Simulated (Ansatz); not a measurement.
# CO2: a single-point run

Aim: a sound single-point run of CO2. The structure is shown as the input types it.

Computed with Ansatz 0.2.0 (density functional or hybrid calculation with the settings of its input, plane waves (as first typed), unless a step's input says otherwise).

## Step 1: The starting structure

It takes space group Cmce (No. 64, orthorhombic). The conventional cell has a = 5.286 Å, b = 4.760 Å, c = 6.427 Å, α = 90.00°, β = 90.00°, γ = 90.00°. C (site symmetry 2/m) is surrounded by 2 O at 1.16 Å. O (site symmetry m) has 1 C at 1.16 Å as nearest neighbours.

As a file:

```xyz
6
Lattice="2.6429 -2.3799 0.0000 2.6429 2.3799 0.0000 0.0000 0.0000 6.4270" Properties=species:S:1:pos:R:3 pbc="T T T"
C     0.0000    0.0000    0.0000
C     2.6429    0.0000    3.2135
O     2.6429   -1.4457    5.7385
O     2.6429    1.4457    0.6886
O     2.6429   -0.9342    2.5250
O     2.6429    0.9342    3.9021
```

## Step 2: The calculation

File input.yaml:

```yaml
crystal:
  lattice:
    - [2.6429049853, -2.3798751837, 0.0]
    - [2.6429049853, 2.3798751837, 0.0]
    - [0.0, 0.0, 6.4270279489]
  atoms:
    - { symbol: C, position: [0.0, 0.0, 0.0] }
    - { symbol: C, position: [0.5, 0.5, 0.5] }
    - { symbol: O, position: [0.8037318635, 0.1962681365, 0.8928652631] }
    - { symbol: O, position: [0.1962681365, 0.8037318635, 0.1071347369] }
    - { symbol: O, position: [0.6962681365, 0.3037318635, 0.3928652631] }
    - { symbol: O, position: [0.3037318635, 0.6962681365, 0.6071347369] }
kpoints:
  mp_grid: { grid: [6, 6, 4] }
hamiltonian:
  xc: pbe
scf:
  occupations: { method: fixed }
  n_extra_bands: 5
output:
  forces: true
  stress: true
  eigenvalues: true
magnetization:
  spin_orbit: true
```

Command:

```sh
$ ansatz run input.yaml --threads 4 --pin off --max-ram 4608MiB --backend cpu --events-out ev --progress --plain --runs-dir out
```

Q: Will this input give a usable result? If not, why, and what should change?

Nothing was computed: the input was turned down at the start. It says: «inconsistent input (magnetization.spin_orbit, magnetization.noncollinear): true requires noncollinear: true — spin–orbit coupling acts on 2-spinor wavefunctions; set both flags»

The suspect setting: magnetization.spin_orbit is true. The potentials chosen hold no spin-orbit term, or the run isn't non-collinear.

The cure: delete magnetization.spin_orbit (the default then holds).
